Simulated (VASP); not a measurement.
# CoSi (Pm-3m) in VASP: a series of runs, part 2 of 2

VASP 6.6.1.

## 5. Single point, PBEsol, collinear spin, ferromagnetic start

The input, INCAR:

```
ADDGRID = False
ALGO = Normal
EDIFF = 1E-7
ENCUT = 400
GGA = PS
ISIF = 2
ISMEAR = 1
ISPIN = 2
LASPH = True
LCHARG = False
LMAXMIX = 4
LORBIT = 11
LREAL = False
LWAVE = False
MAGMOM = 2 0
NELM = 100
PREC = Accurate
SIGMA = 0.15
```

The input, KPOINTS:

```
k-points
0
Gamma
  10 10 10
```

The input, POSCAR:

```
CoSi
1.0
    2.7813340000      0.0000000000      0.0000000000
    0.0000000000      2.7813340000      0.0000000000
    0.0000000000      0.0000000000      2.7813340000
Co Si
1 1
Direct
    0.0000000000      0.0000000000      0.0000000000
    0.5000000000      0.5000000000      0.5000000000
```

Potentials or basis: VASP PAW PBE potentials, release 64 (Co, Si).

Command:

```
$ cat potpaw_PBE.64/Co/POTCAR potpaw_PBE.64/Si/POTCAR > POTCAR
$ mpirun -np 1 vasp_std > vasp.out
```

OUTCAR:

```text
EDIFF = 1E-7
   ENCUT = 400
   GGA = PS
   ISIF = 2
   ISMEAR = 1
   ISPIN = 2
   LASPH = True
   LORBIT = 11
   LREAL = False
   NELM = 100
   PREC = Accurate

 Found     56 irreducible k-points:

 Following reciprocal coordinates:
            Coordinates               Weight
  0.000000  0.000000  0.000000      1.000000
  0.100000  0.000000  0.000000      6.000000
  0.200000  0.000000  0.000000      6.000000
  0.300000  0.000000  0.000000      6.000000
  0.400000  0.000000  0.000000      6.000000
  0.500000  0.000000  0.000000      3.000000
   k-points           NKPTS =     56   k-points in BZ     NKDIM =     56   number of bands    NBANDS=     11
   number of dos      NEDOS =    301   number of ions     NIONS =      2
   total plane-waves  NPLWV =   5832
   dimension x,y,z NGX =    18 NGY =   18 NGZ =   18
   dimension x,y,z NGXF=    36 NGYF=   36 NGZF=   36
   ions per type =               1   1
   NGX,Y,Z   is equivalent  to a cutoff of  10.76, 10.76, 10.76 a.u.
   NGXF,Y,Z  is equivalent  to a cutoff of  21.52, 21.52, 21.52 a.u.
 SYSTEM =  unknown system
   PREC   = accura    normal or accurate (medium, high low for compatibility)
   ISTART =      0    job   : 0-new  1-cont  2-samecut
   ICHARG =      2    charge: 1-file 2-atom 10-const
   ISPIN  =      2    spin polarized calculation?
   LNONCOLLINEAR =      F non collinear calculations
   LSORBIT =      F    spin-orbit coupling
   LASPH  =      T    aspherical Exc in radial PAW
   ENCUT  =  400.0 eV  29.40 Ry    5.42 a.u.   4.54  4.54  4.54*2*pi/ulx,y,z
   NELM   =    100;   NELMIN=  2; NELMDL= -5     # of ELM steps
   EDIFF  = 0.1E-06   stopping-criterion for ELM
   LREAL  =      F    real-space projection
   EDIFFG = 0.1E-05   stopping-criterion for IOM
   NSW    =      0    number of steps for IOM
   IBRION =     -1    ionic relax: 0-MD 1-quasi-New 2-CG
   NFREE  =      0    steps in history (QN), initial steepest desc. (CG)
   ISIF   =      2    stress and relaxation
   ISYM   =      2    0-nonsym 1-usesym 2-fastsym
   POTIM  = 0.5000    time-step for ionic-motion
   TEBEG  =    0.0;   TEEND  =   0.0 temperature during run
   PSTRESS=    0.0 pullay stress
   NELECT =      13.0000    total number of electrons
   NUPDOWN=      -1.0000    fix difference up-down
   EMIN   =  10.00;   EMAX   =-10.00  energy-range for DOS
   EFERMI =   0.00;   METHOD = LEGACY
   ISMEAR =     1;   SIGMA  =   0.15  broadening in eV -4-tet -1-fermi 0-gaus
   EFERMI_NEDOS =   21; number of points for ismear=-14 and -15
   IALGO  =     38    algorithm
[... 121 lines left out ...]
     10      20.7879      0.00000
     11      22.1369      0.00000

 [... further k-points ...]

 spin component 2

 k-point     1 :       0.0000    0.0000    0.0000
  band No.  band energies     occupation
      1      -1.5040      1.00000
      2       9.1478      1.00000
      3       9.1478      1.00000
      4      11.5414      1.00000
      5      11.5414      1.00000
      6      11.5414      1.00000
      7      15.7341     -0.00000
      8      15.7341     -0.00000
      9      15.7341     -0.00000
     10      20.4442      0.00000
     11      20.4442      0.00000
[... 57 lines left out ...]
 k-point     6 :       0.5000    0.0000    0.0000
  band No.  band energies     occupation
      1       2.3805      1.00000
      2       3.9394      1.00000
      3       9.9844      1.00000
      4      10.2192      1.00000
      5      10.2192      1.00000
      6      11.6981      1.00000
      7      12.7870      0.26593
      8      19.4070      0.00000
      9      20.8896      0.00000
     10      20.8896      0.00000
     11      22.1766      0.00000

 [... further k-points ...]

------------------------ aborting loop because EDIFF is reached ----------------------------------------

  FORCE on cell =-STRESS in cart. coord.  units (eV):
  Direction    XX          YY          ZZ          XY          YZ          ZX
  --------------------------------------------------------------------------------------
  -------------------------------------------------------------------------------------
  Total       -0.8871077     -0.8871077     -0.8871077     -0.0000000     -0.0000000      0.0000000
  in kB      -66.0583187    -66.0583187    -66.0583187     -0.0000000     -0.0000000      0.0000000
  external PRESSURE =     -66.0583187 kB  Pullay stress =       0.0000000 kB

 VOLUME and BASIS-vectors are now :
 -----------------------------------------------------------------------------
  energy-cutoff  :      400.00
  volume of cell :       21.52
      direct lattice vectors                 reciprocal lattice vectors
     2.781334000  0.000000000  0.000000000     0.359539703  0.000000000  0.000000000
     0.000000000  2.781334000  0.000000000     0.000000000  0.359539703  0.000000000
     0.000000000  0.000000000  2.781334000     0.000000000  0.000000000  0.359539703

 POSITION                                       TOTAL-FORCE (eV/Angst)
 -----------------------------------------------------------------------------------
      0.00000      0.00000      0.00000         0.000000      0.000000      0.000000
      1.39067      1.39067      1.39067         0.000000      0.000000      0.000000
 -----------------------------------------------------------------------------------
    total drift:                               -0.000000     -0.000000      0.000000

  FREE ENERGIE OF THE ION-ELECTRON SYSTEM (eV)
  ---------------------------------------------------
  free  energy   TOTEN  =       -14.5396489464 eV

  energy  without entropy=      -14.5367959412  energy(sigma->0) =      -14.53869794

 total charge

# of ion       s       p       d       tot
------------------------------------------
    1        0.441   0.591   7.582   8.614
    2        0.710   0.862   0.000   1.572
--------------------------------------------------
tot          1.152   1.452   7.582  10.186

 magnetization (x)

# of ion       s       p       d       tot
------------------------------------------
    1        0.008   0.002   0.521   0.531
    2        0.002   0.011   0.000   0.012
--------------------------------------------------
tot          0.009   0.013   0.521   0.544
```

OSZICAR:

```text
N       E                     dE             d eps       ncg     rms          rms(c)
DAV:   1     0.336102294496E+02    0.33610E+02   -0.47173E+03  2600   0.990E+02
DAV:   2    -0.146141821910E+02   -0.48224E+02   -0.44570E+02  2488   0.187E+02
DAV:   3    -0.160831326151E+02   -0.14690E+01   -0.14345E+01  2975   0.387E+01
DAV:   4    -0.161087255382E+02   -0.25593E-01   -0.25505E-01  2889   0.459E+00
DAV:   5    -0.161094102421E+02   -0.68470E-03   -0.68465E-03  2951   0.803E-01    0.158E+01
DAV:   6    -0.190902409696E+02   -0.29808E+01   -0.54544E+01  2850   0.126E+02    0.180E+01
DAV:   7    -0.145500640388E+02    0.45402E+01   -0.25678E+01  2926   0.846E+01    0.268E+00
DAV:   8    -0.145568907514E+02   -0.68267E-02   -0.50483E-01  2827   0.601E+00    0.148E+00
DAV:   9    -0.145408140927E+02    0.16077E-01   -0.40145E-02  3142   0.313E+00    0.544E-01
DAV:  10    -0.145398803992E+02    0.93369E-03   -0.87633E-04  3409   0.311E-01    0.198E-01
DAV:  11    -0.145396463392E+02    0.23406E-03   -0.18458E-04  2855   0.169E-01    0.896E-02
DAV:  12    -0.145396588355E+02   -0.12496E-04   -0.86709E-05  3434   0.118E-01    0.328E-02
DAV:  13    -0.145396507221E+02    0.81134E-05   -0.19922E-06  2802   0.161E-02    0.140E-02
DAV:  14    -0.145396499182E+02    0.80394E-06   -0.66415E-07  2623   0.103E-02    0.700E-03
DAV:  15    -0.145396489733E+02    0.94488E-06   -0.13927E-06  3147   0.138E-02    0.162E-03
DAV:  16    -0.145396489464E+02    0.26943E-07   -0.39414E-08  1442   0.210E-03
   1 F= -.14539649E+02 E0= -.14538698E+02  d E =-.285301E-02  mag=     0.5339
```

stdout:

```text
POSCAR found type information on POSCAR CoSi
 POSCAR found :  2 types and       2 ions
 scaLAPACK will be used
 -----------------------------------------------------------------------------
|                                                                             |
|                                                                             |
|     You enforced a specific xc type in the INCAR file but a different       |
|     I HOPE YOU KNOW WHAT YOU ARE DOING!                                     |
|                                                                             |
 -----------------------------------------------------------------------------

 LDA part: xc-table for (Slater+PW92), standard interpolation
 POSCAR, INCAR and KPOINTS ok, starting setup
 FFT: planning ... GRIDC
 FFT: planning ... GRID_SOFT
 FFT: planning ... GRID
 WAVECAR not read
 entering main loop
```

Run time: 8.2 s. Hardware: 1 thread of Intel Xeon 6975P-C (Granite Rapids), shared host; peak memory 0.13 GiB.

The run converged, but some of its settings lie outside the range that counts as converged, so its numbers aren't taken as properties of the crystal.

Results:

* Free energy: -14.5396 eV
* Pressure: -6.6 GPa
* Band gap on the k mesh: none (metal or under the smearing width)
* Net moment: 0.53 μB per cell
* Site moments: Co +0.53; Si +0.01 μB
* Valence electrons inside the program's atomic spheres: Co 8.61; Si 1.57

Caveat: the PAW data sets were made with another functional, which shifts forces and pressure a little.

## 6. Single point, PBEsol, collinear spin, ferromagnetic start

INCAR, as its differences from that of step 5:

```diff
@@ -3,3 +3,3 @@
 EDIFF = 1E-7
-ENCUT = 400
+ENCUT = 300
 GGA = PS
```

The input, KPOINTS:

```
k-points
0
Gamma
  12 12 12
```

POSCAR is that of step 5.

Potentials or basis: VASP PAW PBE potentials, release 64 (Co, Si).

Command:

```
$ cat potpaw_PBE.64/Co/POTCAR potpaw_PBE.64/Si/POTCAR > POTCAR
$ mpirun -np 1 vasp_std > vasp.out
```

Run time: 5.9 s. Hardware: 1 thread of Intel Xeon 6975P-C (Granite Rapids), shared host; peak memory 0.13 GiB.

The run converged, but some of its settings lie outside the range that counts as converged, so its numbers aren't taken as properties of the crystal.

What came out:

| Property | Result |
| --- | --- |
| Free energy | -14.5309 eV |
| Band gap on the k mesh | none (metal or under the smearing width) |
| Net moment | 0.53 μB per cell |
| Site moments | Co +0.53; Si +0.01 μB |
| Valence electrons inside the program's atomic spheres | Co 8.60; Si 1.57 |

Caveat: the cutoff is under 1.25 times the usual one of these potentials, so pressure, stress and relaxed cells hold a basis-set (Pulay) error; the PAW data sets were made with another functional, which shifts forces and pressure a little.
